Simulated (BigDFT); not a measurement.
A run of BigDFT 1.9.6:

File input.yaml:

```yaml
dft:
  hgrids: [0.52328, 0.52328, 0.57558]
  rmult: [10.0, 6.0]
  ixc: PBE
  gnrm_cv: 3.e-05
  ncong: 2
  idsx: 6
  itermax: 80
  nrepmax: 2
  inputpsiid: -2
kpt:
  method: mpgrid
  ngkpt: [5, 5, 4]
ig_occupation:
  Si: {3p: 2.0, 3s: 2.0}
posinp:
  units: angstroem
  cell: [3.874771519, 3.874771519, 5.479754433]
  positions:
  - {Si: [1.937385759, 1.937385759, 0.0]}
  - {Si: [0.0, 0.0, 2.739877216]}
  - {Si: [0.0, 1.937385759, 4.109815825]}
  - {Si: [1.937385759, 0.0, 1.369938608]}
```

Potentials or basis: UZH-GTH-PBE (Si q4).

Command:

```bash
$ OMP_NUM_THREADS=1 bigdft  # reads input.yaml, psppar.Si
```

Hardware: 1 thread of AMD EPYC 9R45 96-Core Processor (Zen 5) (shared host).

Question: How long does it take, and how much memory?

Answer: Run time: 24 min on 1 thread of AMD EPYC 9R45 96-Core Processor (Zen 5), with other jobs on the host, peak memory 0.55 GiB. Counts: scf iterations 80, wavefunction iterations 80, k points 18, basis 15834, bands 8.
